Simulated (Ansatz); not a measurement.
Here is an Ansatz 0.2.0 calculation.

The input input.yaml:

```yaml
crystal:
  lattice:
    - [0.0, 2.702, 2.702]
    - [2.702, 0.0, 2.702]
    - [2.702, 2.702, 0.0]
  atoms:
    - { symbol: Zn, position: [0.75, 0.75, 0.75] }
    - { symbol: S, position: [0.0, 0.0, 0.0] }
hamiltonian:
  xc: pbesol
  pseudopotentials: { kind: paw }
kpoints:
  mp_grid: { grid: [7, 7, 7] }
scf:
  occupations: { method: fixed }
output:
  forces: true
  stress: true
elastic:
  mode: relaxed_ion
  stencil: two_point
```

Potentials or basis: Ansatz PAW.

Command:

```sh
$ ansatz run input.yaml --threads 2 --pin off --max-ram 5632MiB --backend cpu --events-out ev --progress --plain --runs-dir out
```

(1) Predict the elastic constants C11, C12, C44.

(2) What does it give for the Voigt bulk modulus?

(3) Estimate the pressure.

(4) What does it give for the band gap on the k mesh?

## Answers

(1) 99, 56, 48 GPa.

(2) 70 GPa.

(3) -2.0 GPa.

(4) 1.97 eV, direct.

Caveat: odd divisions of the mesh miss points on the zone boundary, where band edges often lie, so the gap on the mesh can be too wide; the PAW data sets come from PBE, with cores solved anew for the run's functional, which leaves a small shift of forces and pressure.

**The experiment to reproduce.**

From “Electronic, vibrational, and thermodynamic properties of ZnS (zincblende and rocksalt structure)”, 2009, arxiv:0911.5022, for a bulk crystal of ZnS at 19 K: band gap 3.85 eV (direct).

A measured gap of ZnS is 3.85 eV (direct; 19 K; quoted in “Electronic, vibrational, and thermodynamic properties of ZnS (zincblende and rocksalt structure)”, 2009, arxiv:0911.5022); the calculated 1.97 eV misses it by -1.88 eV. The value is that of PBEsol, without temperature or zero-point motion. Semilocal functionals fall short of measured gaps as a rule.
